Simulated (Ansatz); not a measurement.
The system is Al2O3.

```
CELL_PARAMETERS angstrom
4.61378 0.00000 0.00000
0.00000 9.56328 0.00000
0.00000 0.00000 3.11986
ATOMIC_POSITIONS crystal
Al 0.98298 0.82457 0.00000
Al 0.01702 0.17543 0.00000
Al 0.48297 0.67543 0.50000
Al 0.51702 0.32457 0.50000
O 0.50000 0.50000 0.50000
O 0.12363 0.75305 0.50000
O 0.37637 0.25305 0.00000
O 0.62364 0.74695 0.00000
O 0.00000 0.00000 0.00000
O 0.87636 0.24695 0.50000
```

Measurements of this composition are mostly on another form, of space group No. 167.

Base run:

```yaml
Program: Ansatz 0.2.0
Functional: PBE
Potentials_or_basis: Ansatz PAW
Cutoff: "420 eV (not typed: the program's choice for these potentials)"
k_mesh: 5 × 3 × 7
Occupations: fermi-dirac, width 0.05 eV
Spin: no spin polarisation
```

Its results: band gap on the k mesh 3.52 eV, direct; pressure 0.0 GPa; largest force 0.190 eV/Å.

Problem. The run is repeated on the same cell with these changes: cutoff from 420 eV (not typed: the program's choice for these potentials) to 250 eV; k mesh from 5 × 3 × 7 to 6 × 3 × 9. What comes out?

Solution. Band gap on the k mesh 3.28 eV, direct; pressure 2.0 GPa; largest force 0.163 eV/Å.

Caveats: odd divisions of the mesh miss points on the zone boundary, where band edges often lie, so the gap on the mesh can be too wide (some runs); the pressure holds a Pulay correction of +59.6 GPa for the finite cutoff (some runs); the cutoff lies under the one recommended for these potentials (some runs).
